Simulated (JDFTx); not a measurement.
# KI under changes of volume

One of the cells (44.091 Å³/atom); the others are scaled copies at fixed shape and fractional positions:

```
I K
1.0
     0.00000    3.53277    3.53277
     3.53277    0.00000    3.53277
     3.53277    3.53277    0.00000
I K
1 1
Direct
  0.50000 0.50000 0.50000
  0.00000 0.00000 0.00000
```

```yaml
Program: JDFTx 1.7.0 (patched build)
Functional: PBEsol
Potentials_or_basis: PseudoDojo-SR-PBEsol-0.4.1-standard with smoothed tails
Cutoff: 1007 eV
Density_cutoff: 8055 eV
k_mesh: 7 × 7 × 7
Occupations: fermi-dirac, width 0.05 eV
Spin: no spin polarisation
```

```tsv
volume (Å³/atom)	energy over the lowest point (meV/atom)	pressure (GPa)	gap on the mesh (eV)
41.445	2.20	0.5	3.95
42.327	0.35	0.2	3.90
43.209	0.00	-0.1	3.86
44.091	?	?	?
44.973	3.16	-0.5	3.77
45.854	6.37	-0.7	3.74
46.736	10.51	-0.8	3.70
```

What does the run at 44.091 Å³/atom give?

Energy over the lowest point 0.99 meV/atom; pressure -0.3 GPa; gap on the mesh 3.82 eV.

Worked out: A Birch-Murnaghan fit of order 3 (a polynomial in V^(-2/3)) to the other rows has its minimum at 42.98 Å³/atom with B0 = V·E''(V) = 12.2 GPa and B' = 4.9. It gives 0.99 meV/atom at 44.091 Å³/atom, against the run's 0.99, and -dE/dV = -0.3 GPa, against -0.3. A straight line through the other rows of the gap, of slope -2.07 eV per unit of ln V (its deformation potential), gives 3.82 eV, against the run's 3.82.

Energies are extrapolated to zero smearing.

Caveats: spin-orbit coupling is left out, which moves the levels of the heavy elements; an odd mesh through Γ misses points on the zone boundary, where band edges often lie (some runs).
